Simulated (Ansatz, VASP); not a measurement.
Two plane-wave programs on Pt

```
CELL_PARAMETERS angstrom
0.00000 1.99461 1.99461
1.95790 0.03671 1.95790
1.95790 1.95790 0.03671
ATOMIC_POSITIONS crystal
Pt 0.00000 0.00000 0.00000
```

Change from the starting cell: strain +0.0375 x Voigt [0, 0, 0, 1, 0, 0], atoms carried along.

Alike in both runs: task single point; functional PBEsol; k mesh 20 × 20 × 20; occupations gaussian, width 0.15 eV; no spin polarisation.

|  | VASP | Ansatz |
| --- | --- | --- |
| version | VASP 6.6.1 | Ansatz 0.2.0 |
| potentials or method | VASP PAW PBE potentials, release 64 (Pt) | scalar-relativistic, plane waves, PAW |
| plane-wave cutoff (eV) | 520 | 420 |
| valence electrons in the cell | 10 | 18 |

```tsv
	VASP	Ansatz	Ansatz less VASP
gap on the k mesh at the Fermi level (eV)	none	none	-
pressure (GPa)	0.6	1.0	+0.42
largest component of the traceless stress (GPa)	3.16	3.13	-0.033
```

A gap of «none» marks a metal or a gap that the smearing closes. With one functional, cell and mesh, what is left measures potentials, basis and numerics. The two sets of potentials don't hold the same shells in valence.

Caveats: the PAW data sets were made with another functional, which shifts forces and pressure a little (VASP). Spin-orbit coupling is left out, which matters for the levels of Pt.
